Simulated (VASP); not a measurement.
Wanted: the native input for a VASP 6.6.1 run.

```
Task                   : single point
Functional             : LDA
Potentials or basis    : VASP PAW LDA potentials, release 64 (Mg, O)
Cutoff                 : 900 eV
k mesh                 : 13 × 13 × 13
Occupations            : gaussian, width 0.05 eV
Spin                   : no spin polarisation
Further INCAR settings : ADDGRID = False; ALGO = Normal; EDIFF = 1e-08; NBANDS = 11
```

The structure of MgO lies in POSCAR:

```
MgO
1.0
    0.0000000000      2.0970013927      2.0970013927
    2.0970013927      0.0000000000      2.0970013927
    2.0970013927      2.0970013927      0.0000000000
Mg O
1 1
Direct
   -0.0111690000     -0.0083340000      0.0019910000
    0.5083620000      0.4891820000      0.5308490000
```

The cell is a database's computed one.

The cell isn't the ideal one: grid = ENCUT=900 k=13x13x13 ISMEAR=0 SIGMA=0.05 PREC=Accurate EDIFF=1e-08 LREAL=False ADDGRID=False LASPH=True; atoms moved at random, drawn with an rms of 0.1 Å.

The input as run:

INCAR

```
PREC = Accurate
ENCUT = 900
EDIFF = 1E-8
ISMEAR = 0
SIGMA = 0.05
LREAL = False
LASPH = True
NELM = 100
ALGO = Normal
ISIF = 2
LWAVE = False
LCHARG = False
GGA = CA
NBANDS = 11
ADDGRID = False
```

KPOINTS

```
regular mesh
0
Gamma
  13 13 13
```

Potentials or basis: VASP PAW LDA potentials, release 64 (Mg, O).

Run with:

```sh
$ cat potpaw_LDA.64/Mg/POTCAR potpaw_LDA.64/O/POTCAR > POTCAR
$ mpirun -np 1 vasp_std > vasp.out
```

It gave:

- Pressure: -4.2 GPa
- Largest force: 0.673 eV/Å
- Band gap on the k mesh: 4.78 eV, direct

Caveat: an odd mesh through Γ misses points on the zone boundary, where band edges often lie.

It took 4.9 min on 1 thread of AMD EPYC 9R45 (Zen 5), with other jobs on the host, peak memory 0.57 GiB.
